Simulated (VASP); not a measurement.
Set up this calculation in VASP 6.6.1, as the native input.

```yaml
Task: density of states
Functional: BLYP
Dispersion: D3(BJ)
Potentials_or_basis: VASP PAW PBE potentials, release 64 (Hf_pv)
Cutoff: 600 eV
k_mesh: 6 × 6 × 6
Occupations: tetrahedron, width 0.05 eV
Spin: no spin polarisation
Monkhorst-Pack_mesh: yes
k_mesh_for_the_DOS: 9 × 9 × 9
Further_INCAR_settings: PREC = Normal; ALGO = Normal; EDIFF = 1e-06
```

The structure of Hf lies in POSCAR:

```
Hf
 1.0000000000000000
     4.4400000000000004    0.0000000000000000    0.0000000000000000
     0.0000000000000000    4.4400000000000004    0.0000000000000000
     0.0000000000000000    0.0000000000000000    4.4400000000000004
 Hf 
   4
Cartesian
  0.0000000000000000  0.0000000000000000  0.0000000000000000
  0.0000000000000000  2.2200000000000002  2.2200000000000002
  2.2200000000000002  0.0000000000000000  2.2200000000000002
  2.2200000000000002  2.2200000000000002  0.0000000000000000
```

This isn't the form of Hf at room conditions, which is hcp.

One way to write it, as run:

Hf.cif

```cif
data_Hf
_cell_length_a 4.44000000
_cell_length_b 4.44000000
_cell_length_c 4.44000000
_cell_angle_alpha 90.00000000
_cell_angle_beta 90.00000000
_cell_angle_gamma 90.00000000
_space_group_name_H-M_alt 'Fm-3m'
_space_group_name_Hall '-F 4 2 3'
_space_group_IT_number 225
loop_
_space_group_symop_operation_xyz
'x,y,z'
'-x,-y,-z'
'-y,x,z'
'y,-x,-z'
'-x,-y,z'
'x,y,-z'
'y,-x,z'
'-y,x,-z'
'x,-y,-z'
'-x,y,z'
'-y,-x,-z'
'y,x,z'
'-x,y,-z'
'x,-y,z'
'y,x,-z'
'-y,-x,z'
'z,x,y'
'-z,-x,-y'
'z,-y,x'
'-z,y,-x'
'z,-x,-y'
'-z,x,y'
'z,y,-x'
'-z,-y,x'
'-z,x,-y'
'z,-x,y'
'-z,-y,-x'
'z,y,x'
'-z,-x,y'
'z,x,-y'
'-z,y,x'
'z,-y,-x'
'y,z,x'
'-y,-z,-x'
'x,z,-y'
'-x,-z,y'
'-y,z,-x'
'y,-z,x'
'-x,z,y'
'x,-z,-y'
'-y,-z,x'
'y,z,-x'
'-x,-z,-y'
'x,z,y'
'y,-z,-x'
'-y,z,x'
'x,-z,y'
'-x,z,-y'
'x,y+1/2,z+1/2'
'-x,-y+1/2,-z+1/2'
'-y,x+1/2,z+1/2'
'y,-x+1/2,-z+1/2'
'-x,-y+1/2,z+1/2'
'x,y+1/2,-z+1/2'
'y,-x+1/2,z+1/2'
'-y,x+1/2,-z+1/2'
'x,-y+1/2,-z+1/2'
'-x,y+1/2,z+1/2'
'-y,-x+1/2,-z+1/2'
'y,x+1/2,z+1/2'
[... 40 lines left out ...]
'-x+1/2,-y,z+1/2'
'x+1/2,y,-z+1/2'
'y+1/2,-x,z+1/2'
'-y+1/2,x,-z+1/2'
'x+1/2,-y,-z+1/2'
'-x+1/2,y,z+1/2'
'-y+1/2,-x,-z+1/2'
'y+1/2,x,z+1/2'
'-x+1/2,y,-z+1/2'
'x+1/2,-y,z+1/2'
'y+1/2,x,-z+1/2'
'-y+1/2,-x,z+1/2'
'z+1/2,x,y+1/2'
'-z+1/2,-x,-y+1/2'
'z+1/2,-y,x+1/2'
'-z+1/2,y,-x+1/2'
'z+1/2,-x,-y+1/2'
'-z+1/2,x,y+1/2'
'z+1/2,y,-x+1/2'
'-z+1/2,-y,x+1/2'
'-z+1/2,x,-y+1/2'
'z+1/2,-x,y+1/2'
'-z+1/2,-y,-x+1/2'
'z+1/2,y,x+1/2'
'-z+1/2,-x,y+1/2'
'z+1/2,x,-y+1/2'
'-z+1/2,y,x+1/2'
'z+1/2,-y,-x+1/2'
'y+1/2,z,x+1/2'
'-y+1/2,-z,-x+1/2'
'x+1/2,z,-y+1/2'
'-x+1/2,-z,y+1/2'
'-y+1/2,z,-x+1/2'
'y+1/2,-z,x+1/2'
'-x+1/2,z,y+1/2'
'x+1/2,-z,-y+1/2'
'-y+1/2,-z,x+1/2'
'y+1/2,z,-x+1/2'
'-x+1/2,-z,-y+1/2'
'x+1/2,z,y+1/2'
'y+1/2,-z,-x+1/2'
'-y+1/2,z,x+1/2'
'x+1/2,-z,y+1/2'
'-x+1/2,z,-y+1/2'
'x+1/2,y+1/2,z'
'-x+1/2,-y+1/2,-z'
'-y+1/2,x+1/2,z'
'y+1/2,-x+1/2,-z'
'-x+1/2,-y+1/2,z'
'x+1/2,y+1/2,-z'
'y+1/2,-x+1/2,z'
'-y+1/2,x+1/2,-z'
'x+1/2,-y+1/2,-z'
'-x+1/2,y+1/2,z'
'-y+1/2,-x+1/2,-z'
'y+1/2,x+1/2,z'
'-x+1/2,y+1/2,-z'
'x+1/2,-y+1/2,z'
'y+1/2,x+1/2,-z'
'-y+1/2,-x+1/2,z'
'z+1/2,x+1/2,y'
'-z+1/2,-x+1/2,-y'
'z+1/2,-y+1/2,x'
'-z+1/2,y+1/2,-x'
'z+1/2,-x+1/2,-y'
'-z+1/2,x+1/2,y'
'z+1/2,y+1/2,-x'
'-z+1/2,-y+1/2,x'
'-z+1/2,x+1/2,-y'
'z+1/2,-x+1/2,y'
'-z+1/2,-y+1/2,-x'
'z+1/2,y+1/2,x'
'-z+1/2,-x+1/2,y'
'z+1/2,x+1/2,-y'
'-z+1/2,y+1/2,x'
'z+1/2,-y+1/2,-x'
'y+1/2,z+1/2,x'
'-y+1/2,-z+1/2,-x'
'x+1/2,z+1/2,-y'
'-x+1/2,-z+1/2,y'
'-y+1/2,z+1/2,-x'
'y+1/2,-z+1/2,x'
'-x+1/2,z+1/2,y'
'x+1/2,-z+1/2,-y'
'-y+1/2,-z+1/2,x'
'y+1/2,z+1/2,-x'
'-x+1/2,-z+1/2,-y'
'x+1/2,z+1/2,y'
'y+1/2,-z+1/2,-x'
'-y+1/2,z+1/2,x'
'x+1/2,-z+1/2,y'
'-x+1/2,z+1/2,-y'
loop_
_atom_site_label
_atom_site_type_symbol
_atom_site_symmetry_multiplicity
_atom_site_Wyckoff_symbol
_atom_site_fract_x
_atom_site_fract_y
_atom_site_fract_z
_atom_site_occupancy
Hf1 Hf 4 a 0.0000000000 0.0000000000 0.0000000000 1
```

INCAR.step1

```
  PREC = Normal
  ENCUT = 600
  EDIFF = 1E-6
  ISMEAR = -5
  SIGMA = 0.05
  LREAL = F
  LASPH = T
  NELM = 80
  ALGO = Normal
  ISIF = 2
  LWAVE = F
  LCHARG = T
  LMAXMIX = 4
  GGA = B5
  ALDAX = 1.0
  AGGAX = 1.0
  AGGAC = 1.0
  ALDAC = 0.0
  IVDW = 12
  VDW_S6 = 1.0
  VDW_S8 = 2.6996
  VDW_A1 = 0.4298
  VDW_A2 = 4.2359
```

KPOINTS.step1

```
regular mesh
0
Monkhorst-Pack
  6 6 6
```

INCAR.step2

```
  PREC = Normal
  ENCUT = 600
  EDIFF = 1E-6
  ISMEAR = -5
  SIGMA = 0.05
  LREAL = F
  LASPH = T
  NELM = 80
  ALGO = Normal
  ISIF = 2
  LWAVE = F
  LCHARG = F
  LMAXMIX = 4
  GGA = B5
  ALDAX = 1.0
  AGGAX = 1.0
  AGGAC = 1.0
  ALDAC = 0.0
  IVDW = 12
  VDW_S6 = 1.0
  VDW_S8 = 2.6996
  VDW_A1 = 0.4298
  VDW_A2 = 4.2359
  LORBIT = 11
  NEDOS = 2001
  ICHARG = 11
```

KPOINTS.step2

```
regular mesh
0
Gamma
  9 9 9
```

Potentials or basis: VASP PAW PBE potentials, release 64 (Hf_pv).

Command:

```console
$ ase convert -i cif -o vasp Hf.cif POSCAR
$ cat potpaw_PBE.64/Hf_pv/POTCAR > POTCAR
$ cp INCAR.step1 INCAR
$ cp KPOINTS.step1 KPOINTS
$ mpirun -np 1 vasp_std > vasp.out
$ cp INCAR.step2 INCAR
$ cp KPOINTS.step2 KPOINTS
$ mpirun -np 1 vasp_std > vasp.out
```

It gave:

| Item | Value |
| --- | --- |
| Valence electrons inside the program's atomic spheres | Hf 8.42 |
| Dispersion energy per atom | -1.152 eV |

Wall time 45 s on 1 thread of Intel(R) Xeon(R) 6975P-C (Granite Rapids), on a shared host, peak memory 0.18 GiB.
